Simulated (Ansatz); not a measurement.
Structure: GeSe (started from an entry of an open crystallographic database), at its r2SCAN+rVV10 minimum. The symmetry is Pnma (No. 62, orthorhombic); a = 11.010 Å, b = 3.804 Å, c = 4.536 Å in the conventional setting, 23.75 Å³ an atom. Ge is surrounded by 3 Se at 2.56 Å; Se is surrounded by 3 Ge at 2.56 Å.

```
Ge Se
1.0
    11.01030    0.00000    0.00000
     0.00000    3.80433    0.00000
     0.00000    0.00000    4.53638
Ge Se
4 4
Direct
  0.12544 0.75000 0.88603
  0.62544 0.75000 0.61397
  0.37456 0.25000 0.38603
  0.87456 0.25000 0.11397
  0.85161 0.75000 0.48780
  0.35161 0.75000 0.01220
  0.64839 0.25000 0.98780
  0.14839 0.25000 0.51220
```

The questions ask for values computed with the PAW code Ansatz on this geometry. The values are computed, non-magnetic, and not measurements.

Given (2×6×6 mesh): With r2SCAN the gap is 1.04 eV and direct, at Γ.

(1) What does PBE give for the gap (2×6×6 mesh)?

(2) What does PBE+SOC give for the gap (2×6×6 mesh)?

(3) How does the gap change from r2SCAN to HSE06 (2×4×4)?

(4) Estimate the gap with PBE0 on 2×4×4.

## Answers

(1) With PBE the gap is 0.83 eV and direct, at Γ. The gap differs by -0.21 eV from r2SCAN's.

(2) With PBE+SOC the gap is 0.80 eV and direct, at Γ. Spin-orbit coupling itself accounts for -0.02 eV. The gap differs by -0.24 eV from r2SCAN's.

(3) With HSE06 the gap is 1.35 eV and direct, at Γ. The gap differs by +0.31 eV from r2SCAN's.

(4) With PBE0 the gap is 2.00 eV and direct, at Γ. The gap differs by +0.96 eV from r2SCAN's.

Only the levels marked +SOC include spin-orbit coupling.

The meshes of the hybrids are coarse, so their gaps aren't converged to the digits shown.
